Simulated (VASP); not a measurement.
## BAs: relaxation of cell and atoms with PBE+D3(BJ)

BAs:

```
B As
1.0
     0.00000    2.38850    2.38850
     2.38850    0.00000    2.38850
     2.38850    2.38850    0.00000
B As
1 1
Direct
  0.00000 0.00000 0.00000
  0.25000 0.25000 0.25000
```

```yaml
Program: VASP 6.6.1
Task: relaxation of cell and atoms
Functional: PBE
Dispersion: D3(BJ)
Potentials_or_basis: VASP PAW PBE potentials, release 64 (B, As)
Cutoff: 600 eV
k_mesh: 10 × 10 × 10
Occupations: gaussian, width 0.03 eV
Spin: no spin polarisation
Further_INCAR_settings: ALGO = Normal; EDIFF = 1e-06; IBRION = 2; EDIFFG = -0.01; NSW = 90; ISIF = 3
```

```json
{
 "Relaxed volume": "13.58 Å³/atom",
 "Relaxed cell": "a = 3.374 Å, b = 3.374 Å, c = 3.374 Å, α = 60.00°, β = 60.00°, γ = 60.00°",
 "Space group after relaxing (to 0.05 Å)": "F-43m (No. 216)",
 "Energy gained by relaxing": "0.1 meV/atom",
 "Ionic steps": "3",
 "Pressure after relaxing": "0.0 GPa",
 "Band gap on the k mesh": "1.17 eV, indirect (least direct gap 3.28 eV)",
 "Dispersion energy per atom": "-0.331 eV"
}
```

The path:
| step | energy change (eV) | largest force (eV/Å) | pressure (GPa) | volume (Å³) |
| --- | --- | --- | --- | --- |
| 1 | 0.0000 | 0.0000 | -0.46 | 27.25 |
| 2 | -0.0001 | 0.0000 | 0.34 | 27.10 |
| 3 | -0.0001 | 0.0000 | 0.01 | 27.16 |

Final structure:
```xyz
2
Lattice="0.0000 2.3859 2.3859 2.3859 0.0000 2.3859 2.3859 2.3859 0.0000" Properties=species:S:1:pos:R:3 pbc="T T T"
B     0.0000    0.0000    0.0000
As    1.1929    1.1929    1.1929
```

Levels at points of the mesh, in eV from the valence-band top:
```tsv
k point	band 1	band 2	band 3	band 4	band 5	band 6	band 7	band 8
(0.00, 0.00, 0.00)	-15.43	0.00	0.00	0.00	3.28	3.28	3.28	4.73
(0.50, 0.00, 0.00)	-12.55	-8.81	-1.83	-1.83	2.71	4.78	4.78	8.87
(0.50, 0.50, 0.00)	-11.22	-8.55	-4.09	-4.09	1.42	1.44	11.40	11.40
```

Wall time 15 s on 1 thread of Intel(R) Xeon(R) 6975P-C (Granite Rapids), with other jobs on the host, peak memory 0.17 GiB.

A k mesh can miss the band edges. A hybrid or GW would open this gap; PBE tends to underestimate it.
